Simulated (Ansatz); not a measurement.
Runs of Ansatz 0.2.0 on Te. It takes space group P3_121 (No. 152, trigonal). The conventional cell has a = 4.454 Å, b = 4.454 Å, c = 5.924 Å, α = 90.00°, β = 90.00°, γ = 120.00°. Te (site symmetry 2) is surrounded by 2 Te at 2.86 Å. 

```tsv
level	share of exact exchange	gap on the mesh (eV)	pressure (GPa)	largest force (eV/Å)
HSE06 form with a typed share of exact exchange	0.1	0.97	(d)	(c)
HSE06 form with a typed share of exact exchange	0.15	1.07	0.5	0.12
HSE06 form with a typed share of exact exchange	0.35	1.50	-0.8	0.48
HSE06 form with a typed share of exact exchange	0.5	1.86	-1.7	(a)
HSE06	0.25	1.28	-0.2	0.30
HSE06 form with a typed share of exact exchange	0	0.80	(b)	0.14
```

Alike in all rows: task single point; potentials or basis Ansatz PAW; no spin polarisation; cell as given; k mesh 4 × 4 × 3; cutoff (eV) 420; smearing fermi-dirac 0.05 eV.

Problem. Estimate the missing entries.

Solution. (a) 0.74; (b) 1.6; (c) 0.04; (d) 0.9.

Caveats: odd divisions of the mesh miss points on the zone boundary, where band edges often lie, so the gap on the mesh can be too wide; spin-orbit coupling is left out, which moves the levels of the heavy elements; the PAW data sets come from PBE, with cores solved anew for the run's functional, which leaves a small shift of forces and pressure (some runs); the thresholds are loose for stress (some runs); the PAW data sets were made with another functional, which shifts forces and pressure a little (some runs).

A k mesh can miss the band edges, and the runs leave out spin-orbit coupling on Te.
